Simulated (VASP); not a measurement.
# HgTe (Coloradoite) (F-43m) in VASP: notebook

The runs below take HgTe (Coloradoite) through relaxation of the atoms, relaxation of cell and atoms, with r2SCAN, PBE.

All numbers are computed with VASP 6.6.1; they aren't measurements. Logs are shortened: lines on timing, memory, paths and dates and some standing lists are left out, and cuts for length are marked.

## (1) The crystal as given

Symmetry: F-43m, No. 216, cubic system. Conventional cell: a = 6.429 Å, b = 6.429 Å, c = 6.429 Å, α = 90.00°, β = 90.00°, γ = 90.00°. Hg (site symmetry -43m) has 4 Te at 2.78 Å as nearest neighbours. Around Te (site symmetry -43m) lie 4 Hg at 2.78 Å.

## (2) Relaxation of the atoms, r2SCAN (a relaxed cell with its volume scaled by 1.02)

INCAR reads:

```
SYSTEM = HgTe
ALGO = Normal ; EDIFF = 1E-7
EDIFFG = -0.01 ; ENCUT = 600
IBRION = 2 ; ISIF = 2
ISMEAR = 0 ; LASPH = .True.
LCHARG = .False. ; LMIXTAU = .True.
LREAL = .False. ; LWAVE = .False.
METAGGA = R2SCAN ; NELM = 80
NSW = 40 ; PREC = Accurate
SIGMA = 0.03
```

KPOINTS reads:

```
k-points
0
Gamma
  10 10 10
  0 0 0
```

POSCAR reads:

```
HgTe                                    
1.0
    0.0000000000      3.3101277878      3.3101277878
    3.3101277878      0.0000000000      3.3101277878
    3.3101277878      3.3101277878      0.0000000000
  Hg              Te            
     1     1
Direct
     0.0000000000000000    0.0000000000000000    0.0000000000000000
     0.2500000000000000    0.2500000000000000    0.2500000000000000
```

Potentials or basis: VASP PAW PBE potentials, release 64 (Hg, Te).

Run with:

```sh
cat potpaw_PBE.64/Hg/POTCAR potpaw_PBE.64/Te/POTCAR > POTCAR
mpirun -np 1 vasp_std > vasp.out
```

OUTCAR:

```text
SYSTEM = HgTe
   EDIFF = 1E-7
   EDIFFG = -0.01
   ENCUT = 600
   IBRION = 2
   ISIF = 2
   ISMEAR = 0
   LASPH = .True.
   LREAL = .False.
   METAGGA = R2SCAN
   NELM = 80
   NSW = 40
   PREC = Accurate

 ion  position               nearest neighbor table
   1  0.000  0.000  0.000-   2 2.87   2 2.87   2 2.87   2 2.87
   2  0.250  0.250  0.250-   1 2.87   1 2.87   1 2.87   1 2.87

  LATTYP: Found a face centered cubic cell.
 ALAT       =     6.6202555756

  Lattice vectors:

 A1 = (   0.0000000000,   3.3101277878,   3.3101277878)
 A2 = (   3.3101277878,   0.0000000000,   3.3101277878)
 A3 = (   3.3101277878,   3.3101277878,   0.0000000000)

Analysis of symmetry for initial positions (statically):
=====================================================================
 Subroutine PRICEL returns:
 Original cell was already a primitive cell.

 Routine SETGRP: Setting up the symmetry group for a
 face centered cubic supercell.

 Subroutine GETGRP returns: Found 24 space group operations
 (whereof 24 operations were pure point group operations)
 out of a pool of 48 trial point group operations.

The static configuration has the point symmetry T_d .

Analysis of symmetry for dynamics (positions and initial velocities):
=====================================================================
 Subroutine PRICEL returns:
 Original cell was already a primitive cell.

 Routine SETGRP: Setting up the symmetry group for a
 face centered cubic supercell.

 Subroutine GETGRP returns: Found 24 space group operations
 (whereof 24 operations were pure point group operations)
 out of a pool of 48 trial point group operations.

The dynamic configuration has the point symmetry T_d .

 Subroutine INISYM returns: Found 24 space group operations
 (whereof 24 operations are pure point group operations),
 and found     1 'primitive' translations

----------------------------------------------------------------------------------------

                                     Primitive cell

  volume of cell :      72.5378

  direct lattice vectors                    reciprocal lattice vectors
     0.000000000  3.310127788  3.310127788    -0.151051570  0.151051570  0.151051570
     3.310127788  0.000000000  3.310127788     0.151051570 -0.151051570  0.151051570
     3.310127788  3.310127788  0.000000000     0.151051570  0.151051570 -0.151051570

  length of vectors
[... 92 lines left out ...]
   PSTRESS=    0.0 pullay stress
   NELECT =      18.0000    total number of electrons
   NUPDOWN=      -1.0000    fix difference up-down
   EMIN   =  10.00;   EMAX   =-10.00  energy-range for DOS
   EFERMI =   0.00;   METHOD = LEGACY
   ISMEAR =     0;   SIGMA  =   0.03  broadening in eV -4-tet -1-fermi 0-gaus
   EFERMI_NEDOS =   21; number of points for ismear=-14 and -15
   IALGO  =     38    algorithm
   IMIX   =      4    mixing-type and parameters
     AMIX     =   0.40;   BMIX     =  1.00
     AMIX_MAG =   1.60;   BMIX_MAG =  1.00
  volume/ion in A,a.u.               =      36.27       244.75
  Fermi-wavevector in a.u.,A,eV,Ry     =   1.028753  1.944060 14.399477  1.058332
  Thomas-Fermi vector in A             =   2.162765
   LORBIT       =      0    0 simple, 1 ext, 2 COOP (PROOUT), +10 PAW based schemes
   METAGGA = R2SCAN    functional components
   LHFCALC =     F    Hartree Fock is set to
   AEXX    =    0.0000 exact exchange contribution
   IVDW    =     0    specifies the selected vdW correction
   LEPSILON=     F    determine dielectric tensor
   LRPA    =     F    only Hartree local field effects (RPA)
 conjugate gradient relaxation of ions
 non-spin polarized calculation
 Gauss-broadening in eV      SIGMA  =   0.03
  energy-cutoff  :      600.00
  volume of cell :       72.54
 maximum number of plane-waves:      2452
 NGX is ok and might be reduce to    40
   NGX = 19   NGY = 19   NGZ = 19

 number of electron      18.0000001 magnetization

 Free energy of the ion-electron system (eV)
  ---------------------------------------------------
  ext. energy  EPLUGINS =         0.00000000
  ---------------------------------------------------
  free energy    TOTEN  =       -75.16116382 eV

  energy without entropy =      -75.16111754  energy(sigma->0) =      -75.16114068

 E-fermi :   2.1378     XC(G=0):  -8.9751

 val. band max:        2.1286836903   @ k =   0.0000   0.0000   0.0000
 cond. band min:       2.7441486974   @ k =   0.1000   0.0000   0.0000
 fundamental gap:      0.6154650071
 Fermi energy:         2.1378208115

 k-point     1 :       0.0000    0.0000    0.0000
  band No.  band energies     occupation
      1      -9.7695      2.00000
      2      -5.1093      2.00000
      3      -5.1093      2.00000
      4      -5.1093      2.00000
      5      -4.6244      2.00000
      6      -4.6244      2.00000
      7       1.5310      2.00000
      8       2.1287      1.33334
      9       2.1287      1.33333
     10       2.1287      1.33333
     11       6.8278      0.00000
     12       6.8278      0.00000
     13       6.8278      0.00000
[... 354 lines left out ...]
  band No.  band energies     occupation
      1      -9.2243      2.00000
      2      -4.9391      2.00000
      3      -4.8853      2.00000
      4      -4.8430      2.00000
      5      -4.5834      2.00000
      6      -4.5230      2.00000
      7      -2.2447      2.00000
      8       0.2988      2.00000
      9       0.4677      2.00000
     10       4.3852      0.00000
     11       5.5297      0.00000
     12       8.9402      0.00000
     13       9.6696      0.00000

 [... further k-points ...]

------------------------ aborting loop because EDIFF is reached ----------------------------------------

  FORCE on cell =-STRESS in cart. coord.  units (eV):
  Direction    XX          YY          ZZ          XY          YZ          ZX
  --------------------------------------------------------------------------------------
  -------------------------------------------------------------------------------------
  Total       -0.3362097     -0.3362097     -0.3362097      0.0000000     -0.0000000      0.0000000
  in kB       -7.4260281     -7.4260281     -7.4260281      0.0000000     -0.0000000      0.0000000
  external PRESSURE =      -7.4260281 kB  Pullay stress =       0.0000000 kB

 VOLUME and BASIS-vectors are now :
 -----------------------------------------------------------------------------
  energy-cutoff  :      600.00
  volume of cell :       72.54
      direct lattice vectors                 reciprocal lattice vectors
     0.000000000  3.310127788  3.310127788    -0.151051570  0.151051570  0.151051570
     3.310127788  0.000000000  3.310127788     0.151051570 -0.151051570  0.151051570
     3.310127788  3.310127788  0.000000000     0.151051570  0.151051570 -0.151051570

 POSITION                                       TOTAL-FORCE (eV/Angst)
 -----------------------------------------------------------------------------------
      0.00000      0.00000      0.00000         0.000000      0.000000      0.000000
      1.65506      1.65506      1.65506        -0.000000     -0.000000     -0.000000
 -----------------------------------------------------------------------------------
    total drift:                               -0.000000     -0.000000     -0.000000

  FREE ENERGIE OF THE ION-ELECTRON SYSTEM (eV)
  ---------------------------------------------------
  free  energy   TOTEN  =       -75.1611638160 eV

  energy  without entropy=      -75.1611175369  energy(sigma->0) =      -75.16114068

 reached required accuracy - stopping structural energy minimisation
```

Run time: 4.9 min. Hardware: 1 thread of Intel Xeon Platinum 8488C (Sapphire Rapids), shared host; peak memory 0.29 GiB.

Results:

```yaml
Free_energy: -75.1612 eV
Pressure_after_relaxing: -0.7 GPa
Band_gap_on_the_k_mesh: none (metal or under the smearing width)
```

Final structure:
```xyz
2
Lattice="0.0000 3.3101 3.3101 3.3101 0.0000 3.3101 3.3101 3.3101 0.0000" Properties=species:S:1:pos:R:3 pbc="T T T"
Hg    0.0000    0.0000    0.0000
Te    1.6551    1.6551    1.6551
```

Caveat: the relaxation stopped at its first step, so nothing moved; the PAW data sets were made with another functional, which shifts forces and pressure a little. Spin-orbit coupling is left out, which matters for the levels of Hg, Te.

## (3) Relaxation of the atoms, r2SCAN (a relaxed cell with its volume scaled by 1.04)

INCAR is that of step 2.

KPOINTS is that of step 2.

POSCAR reads:

```
HgTe                                    
1.0
    0.0000000000      3.3316227264      3.3316227264
    3.3316227264      0.0000000000      3.3316227264
    3.3316227264      3.3316227264      0.0000000000
  Hg              Te            
     1     1
Direct
     0.0000000000000000    0.0000000000000000    0.0000000000000000
     0.2500000000000000    0.2500000000000000    0.2500000000000000
```

Potentials or basis: VASP PAW PBE potentials, release 64 (Hg, Te).

Run with:

```sh
cat potpaw_PBE.64/Hg/POTCAR potpaw_PBE.64/Te/POTCAR > POTCAR
mpirun -np 1 vasp_std > vasp.out
```

Run time: 5.4 min. Hardware: 1 thread of Intel Xeon Platinum 8488C (Sapphire Rapids), shared host; peak memory 0.3 GiB.

It converged, with:

```
Free energy             : -75.1516 eV
Pressure after relaxing : -1.4 GPa
Band gap on the k mesh  : none (metal or under the smearing width)
```

Final structure:
```cif
data_structure
_symmetry_space_group_name_H-M 'P 1'
_symmetry_Int_Tables_number 1
_cell_length_a 4.7116
_cell_length_b 4.7116
_cell_length_c 4.7116
_cell_angle_alpha 60.000
_cell_angle_beta 60.000
_cell_angle_gamma 60.000
_cell_volume 73.96
loop_
_atom_site_label
_atom_site_type_symbol
_atom_site_fract_x
_atom_site_fract_y
_atom_site_fract_z
_atom_site_occupancy
Hg1 Hg 0.00000 0.00000 0.00000 1
Te1 Te 0.25000 0.25000 0.25000 1
```

Levels at points of the mesh, in eV from the Fermi level:
```tsv
k point	band 5	band 6	band 7	band 8	band 9	band 10	band 11	band 12	band 13
(0.00, 0.00, 0.00)	-6.69	-6.69	-0.65	-0.01	-0.01	-0.01	4.72	4.72	4.72
(0.50, 0.00, 0.00)	-6.67	-6.42	-5.06	-0.86	-0.86	0.92	5.46	5.46	7.09
(0.50, 0.50, 0.00)	-6.63	-6.30	-5.09	-1.98	-1.98	2.08	2.95	8.34	9.05
```

Caveat: the relaxation stopped at its first step, so nothing moved; the PAW data sets were made with another functional, which shifts forces and pressure a little.

## (4) Relaxation of the atoms, r2SCAN (a relaxed cell with its volume scaled by 1.06)

INCAR is that of step 3.

KPOINTS is that of step 3.

POSCAR reads:

```
HgTe                                    
1.0
    0.0000000000      3.3528438254      3.3528438254
    3.3528438254      0.0000000000      3.3528438254
    3.3528438254      3.3528438254      0.0000000000
  Hg              Te            
     1     1
Direct
     0.0000000000000000    0.0000000000000000    0.0000000000000000
     0.2500000000000000    0.2500000000000000    0.2500000000000000
```

Run with:

```sh
cat potpaw_PBE.64/Hg/POTCAR potpaw_PBE.64/Te/POTCAR > POTCAR
mpirun -np 1 vasp_std > vasp.out
```

It took 5.5 min on 1 thread of Intel Xeon Platinum 8488C (Sapphire Rapids), shared host; peak memory 0.29 GiB.

The run converged. Its results:

| Item | Value |
| --- | --- |
| Free energy | -75.1366 eV |
| Pressure after relaxing | -2.0 GPa |
| Band gap on the k mesh | none (metal or under the smearing width) |

Final structure:
```
Hg Te
1.0
     0.00000    3.35284    3.35284
     3.35284    0.00000    3.35284
     3.35284    3.35284    0.00000
Hg Te
1 1
Direct
  0.00000 0.00000 0.00000
  0.25000 0.25000 0.25000
```

Levels at points of the mesh, in eV from the Fermi level:
| k point | band 6 | band 7 | band 8 | band 9 | band 10 | band 11 | band 12 | band 13 |
| --- | --- | --- | --- | --- | --- | --- | --- | --- |
| (0.00, 0.00, 0.00) | -6.61 | -0.70 | -0.01 | -0.01 | -0.01 | 4.75 | 4.75 | 4.75 |
| (0.50, 0.00, 0.00) | -6.36 | -4.94 | -0.82 | -0.82 | 0.92 | 5.47 | 5.47 | 7.06 |
| (0.50, 0.50, 0.00) | -6.25 | -4.99 | -1.91 | -1.91 | 2.08 | 3.00 | 8.28 | 8.97 |

Caveat: the relaxation stopped at its first step, so nothing moved; the PAW data sets were made with another functional, which shifts forces and pressure a little. Spin-orbit coupling is left out, which matters for the levels of Hg, Te.

## (5) Relaxation of cell and atoms, PBE

INCAR reads:

```
SYSTEM = HgTe
  PREC = Accurate
  ENCUT = 600
  EDIFF = 1E-6
  ISMEAR = 0
  SIGMA = 0.03
  LREAL = .False.
  LASPH = .True.
  NELM = 80
  ALGO = Normal
  ISIF = 3
  LWAVE = .False.
  LCHARG = .False.
  GGA = PE
  IBRION = 2
  NSW = 90
  EDIFFG = -0.01
```

KPOINTS reads:

```
Automatic mesh
0
Gamma
  10 10 10
  0 0 0
```

POSCAR reads:

```
HgTe
1.0
    0.0000000000      3.2145000000      3.2145000000
    3.2145000000      0.0000000000      3.2145000000
    3.2145000000      3.2145000000      0.0000000000
Hg Te
1 1
Direct
    0.0000000000      0.0000000000      0.0000000000
    0.2500000000      0.2500000000      0.2500000000
```

Run with:

```sh
cat potpaw_PBE.64/Hg/POTCAR potpaw_PBE.64/Te/POTCAR > POTCAR
mpirun -np 1 vasp_std > vasp.out
```

Wall time 41 s (1 thread of Intel Xeon 6975P-C (Granite Rapids), shared host); peak memory 0.25 GiB.

It converged, with:

* Free energy: -3.6506 eV
* Relaxed volume: 36.81 Å³/atom
* Relaxed cell: a = 4.704 Å, b = 4.704 Å, c = 4.704 Å, α = 60.00°, β = 60.00°, γ = 60.00°
* Space group after relaxing (to 0.05 Å): F-43m (No. 216)
* Energy gained by relaxing: 47.0 meV/atom
* Ionic steps: 3
* Pressure after relaxing: 0.0 GPa
* Band gap on the k mesh: none (metal or under the smearing width)

The path:
| step | energy change (eV) | largest force (eV/Å) | pressure (GPa) | volume (Å³) |
| --- | --- | --- | --- | --- |
| 1 | 0.0000 | 0.0000 | 4.63 | 66.43 |
| 2 | -0.0859 | 0.0000 | -1.03 | 76.09 |
| 3 | -0.0940 | 0.0000 | 0.02 | 73.61 |

Final structure:
```
Hg Te
1.0
     0.00000    3.32641    3.32641
     3.32641    0.00000    3.32641
     3.32641    3.32641    0.00000
Hg Te
1 1
Direct
  0.00000 0.00000 0.00000
  0.25000 0.25000 0.25000
```

Levels at points of the mesh, in eV from the Fermi level:
```
           k point  band 6  band 7  band 8  band 9  band 10  band 11  band 12  band 13
(0.00, 0.00, 0.00)   -6.47   -0.93   -0.01   -0.01    -0.01     4.37     4.37     4.37
(0.50, 0.00, 0.00)   -6.21   -4.96   -0.84   -0.84     0.69     5.10     5.10     6.79
(0.50, 0.50, 0.00)   -6.10   -4.99   -1.93   -1.93     1.90     2.70     7.91     8.50
```

Caveat: the volume moved by +11 % from the deposited cell, more than functionals usually miss.

## (6) The runs side by side

| task | level | cell | gap on the mesh (eV) | pressure (GPa) |
| --- | --- | --- | --- | --- |
| relaxation of the atoms | r2SCAN | atoms relaxed from: a relaxed cell with its volume scaled by 1.02 | none | -0.7 |
| relaxation of the atoms | r2SCAN | atoms relaxed from: a relaxed cell with its volume scaled by 1.04 | none | -1.4 |
| relaxation of the atoms | r2SCAN | atoms relaxed from: a relaxed cell with its volume scaled by 1.06 | none | -2.0 |
| relaxation of cell and atoms | PBE | relaxed | none | 0.0 |

Alike in all rows: potentials or basis VASP PAW PBE potentials, release 64 (Hg, Te); no spin polarisation; k mesh 10 × 10 × 10; cutoff (eV) 600; smearing gaussian 0.03 eV.

Caveats: the relaxation stopped at its first step, so nothing moved (some runs); the PAW data sets were made with another functional, which shifts forces and pressure a little (some runs); the volume moved by +11 % from the deposited cell, more than functionals usually miss (some runs).

Absolute energies hang on the potentials; compare differences alone.
